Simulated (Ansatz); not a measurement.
Theory: DFT PBE, scalar-relativistic, plane waves, PAW (Ansatz). Settings: cutoff 420 eV, Γ-centred meshes spaced at most about 0.3 Å⁻¹, and about 0.25 Å⁻¹ or finer for metals (2π included), Gaussian smearing. No spin polarisation in the final relaxations.

All energies are static (0 K, no zero-point motion).

Two relaxed structures of Ge:

A.

```
Ge
1.0
     5.24058    0.00000    0.00000
     0.00000    5.24058    0.00000
     0.00000    0.00000    2.65536
Ge
3
Direct
  0.00000 0.00000 0.00000
  0.00000 0.50000 0.00000
  0.50000 0.00000 0.00000
```

B.

```
Ge
1.0
    -3.96733    3.96733    3.96733
     3.96733   -3.96733    3.96733
     3.96733    3.96733   -3.96733
Ge
8
Direct
  0.31972 0.31972 0.31972
  0.00000 0.00000 0.68028
  0.00000 0.68028 0.00000
  0.68028 0.00000 0.00000
  0.68028 0.68028 0.68028
  0.00000 0.00000 0.31972
  0.00000 0.31972 0.00000
  0.31972 0.00000 0.00000
```

**Question.** Which form is favoured at zero pressure, and by what margin per atom?

**Answer.** B is lower, by 258 meV/atom. A has space group P4/mmm (No. 123), 24.3 Å³/atom and no gap on its mesh; B has space group Im-3m (No. 229), 31.2 Å³/atom and no gap. Counting all near atoms (those within 1.25 times the shortest such distance or 1.15 times the sum of covalent radii; a slash parts the counts of unlike sites), A has Ge 4/6 and B has Ge 4. The lower one is the more open, so pressure narrows the difference. In A, Ge on a site of symmetry 4/mmm is surrounded by 6 Ge at 2.62–2.66 Å; around Ge on a site of symmetry mmm lie 4 Ge at 2.62–2.66 Å. In B, Ge is surrounded by 4 Ge at 2.48–2.54 Å. Both come from invented guesses. A third cell relaxed alike, in P6/mmm, lies 27 meV/atom below the lower of the two. The part of the Crystallography Open Database at hand lists Ge in space groups No. 64, 96, 227; no cell shown has one of them.

The zero gap of Im-3m may come from the functional, which often closes small gaps. Cells relaxed within their symmetry can be saddle points.
